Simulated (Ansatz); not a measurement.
TaN:

```
Ta N
1.0
     2.93800    0.00000    0.00000
    -1.46900    2.54438    0.00000
     0.00000    0.00000    2.88300
Ta N
1 1
Direct
  0.00000 0.00000 0.50000
  0.66667 0.33333 0.00000
```

Base run:

```yaml
Program: Ansatz 0.2.0
Functional: PBEsol
Potentials_or_basis: all-electron LAPW, scalar-relativistic
Cutoff: 350 eV
Density_cutoff: 1399 eV
Basis_error_allowed: 0.001 eV/atom
k_mesh: 10 × 10 × 9
Occupations: fermi-dirac, width 0.05 eV
Spin: no spin polarisation
Hubbard_terms: Ta d U = 6 eV
```

Its results: band gap on the k mesh none (metal or under the smearing width); pressure 1.3 GPa.

After a change of settings the same cell gave: band gap on the k mesh none (metal or under the smearing width); pressure -1.1 GPa. Which change was it?
A. hubbard terms from Ta d U = 6 eV to none
B. hubbard terms from Ta d U = 6 eV to Ta d U = 4 eV
C. occupations from fermi-dirac, width 0.05 eV to gaussian, width 0.02 eV; hubbard terms from Ta d U = 6 eV to none
D. hubbard terms from Ta d U = 6 eV to Ta d U = 8 eV

B.

Caveats: U is the effective U less J, on atomic orbitals that reach past the spheres; U without spin polarisation on a metal has little footing.

Not every run made on this cell is shown here.
